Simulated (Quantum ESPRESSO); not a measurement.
## EuS: equation of state with PBEsol

EuS:

```
CELL_PARAMETERS angstrom
0.00000 2.97850 2.97850
2.97850 0.00000 2.97850
2.97850 2.97850 0.00000
ATOMIC_POSITIONS crystal
Eu 0.00000 0.00000 0.00000
S 0.50000 0.50000 0.50000
```

```json
{"Program": "Quantum ESPRESSO 7.5", "Task": "equation of state", "Functional": "PBEsol", "Potentials or basis": "SSSP 1.3 efficiency PBE", "Cutoff": "748 eV", "Density cutoff": "5987 eV", "k mesh": "8 × 8 × 8", "Occupations": "fermi-dirac, width 0.05 eV", "Spin": "collinear spin, ferromagnetic start", "Starting moments": "[7.0, 0.0] μB", "Mixing beta": "0.3", "Most SCF iterations": "120", "SCF threshold": "4e-10 Ry"}
```

- Equilibrium volume: 23.30 Å³/atom (rough: see the caveat)
- Bulk modulus: 64 GPa (rough)

Energy against volume, from the lowest point:
```
volume (Å³/atom)  energy (meV/atom)
          24.838               0.00
          25.367              13.23
          25.895              29.37
          26.424              48.10
          26.952              69.11
          27.481              92.13
          28.009             116.90
```

All runs of the series together: 19 min on 2 threads of Intel(R) Xeon(R) Platinum 8375C CPU @ 2.90GHz (Ice Lake), on a shared host.

Caveat: the potentials were made for another functional, which shifts forces and pressure; the minimum lies outside the volumes run; without U or exact exchange the open f shell lies at the Fermi level, which spoils levels, moments and volumes. The state reached can hang on the start; a lower one may exist.
